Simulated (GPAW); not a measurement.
The system is C.

```
C
1.0
     2.52210    0.00000    0.00000
    -1.26105    2.18420    0.00000
     0.00000    0.00000    8.23710
C
8
Direct
  0.66667 0.33333 0.84375
  0.33333 0.66667 0.34375
  0.33333 0.66667 0.15625
  0.66667 0.33333 0.65625
  0.00000 0.00000 0.90625
  0.00000 0.00000 0.40625
  0.00000 0.00000 0.09375
  0.00000 0.00000 0.59375
```

This is a hexagonal form of diamond, not graphite.

| Quantity | Value |
| --- | --- |
| Program | GPAW 26.7.0 |
| Task | relaxation of cell and atoms |
| Functional | PBE |
| Dispersion | D3(BJ) |
| Potentials or basis | GPAW PAW data sets (gpaw-data 1.2.1) |
| Cutoff | 800 eV |
| Basis | pw |
| k mesh | 7 × 7 × 2 |
| Occupations | fermi-dirac, width 0.05 eV |
| Spin | no spin polarisation |

At the start: pressure -3.5 GPa; volume 5.67 Å³/atom.

Question: Where does the relaxation end?

Answer: Over 7 steps the energy falls by 2.7 meV/atom and the volume is 5.62 Å³/atom (-0.8 %); space group P6_3/mmc (No. 194, to 0.05 Å).

The path:
```tsv
step	energy change (eV)	largest force (eV/Å)	pressure (GPa)	volume (Å³)
1	0.0000	0.3263	-3.48	45.38
2	-0.0098	0.0891	-3.23	45.35
3	-0.0131	0.0504	-2.76	45.30
4	-0.0156	0.1138	-2.11	45.23
5	-0.0195	0.1375	-0.70	45.08
6	-0.0210	0.0708	0.05	45.00
7	-0.0212	0.0120	0.15	44.99
```

Final structure:
```
C
1.0
     2.50681    0.00000    0.00000
    -1.25340    2.17096    0.00000
     0.00000    0.00000    8.26742
C
8
Direct
  0.66667 0.33333 0.84448
  0.33333 0.66667 0.34448
  0.33333 0.66667 0.15552
  0.66667 0.33333 0.65552
  0.00000 0.00000 0.90706
  0.00000 0.00000 0.40706
  0.00000 0.00000 0.09294
  0.00000 0.00000 0.59294
```

Caveat: the k mesh is coarse; later steps reuse the first step's grids.
